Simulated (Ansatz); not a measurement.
CuO (Tenorite):

```
Cu O
1.0
     2.34465   -1.71340    0.00000
     2.34465    1.71340    0.00000
    -0.86055    0.00000    5.05944
Cu O
2 2
Direct
  0.49680 0.00320 0.50000
  0.00320 0.49680 0.00000
  0.40560 0.57140 0.75370
  0.57140 0.40560 0.25370
```

Base run:

| Property | Result |
| --- | --- |
| Program | Ansatz 0.2.0 |
| Functional | LDA |
| Potentials or basis | Ansatz PAW |
| Cutoff | 420 eV (not typed: the program's choice for these potentials) |
| k mesh | 10 × 10 × 5 |
| Occupations | fermi-dirac, width 0.05 eV |
| Spin | no spin polarisation |

Its results: band gap on the k mesh none (metal or under the smearing width); pressure -9.6 GPa; largest force 0.790 eV/Å.

Question: The run is repeated on the same cell with these changes: functional from LDA to r2SCAN; cutoff from 420 eV (not typed: the program's choice for these potentials) to 500 eV (not typed: the program's choice for these potentials). What comes out?

Answer: Band gap on the k mesh none (metal or under the smearing width); pressure -1.3 GPa; largest force 0.735 eV/Å.

Caveats: the run has no spin polarisation, though such a crystal can be magnetic; semilocal functionals often make such compounds metallic where correlation or magnetic order opens a gap, which also shifts bond lengths; the PAW data sets come from PBE, with cores solved anew for the run's functional, which leaves a small shift of forces and pressure.
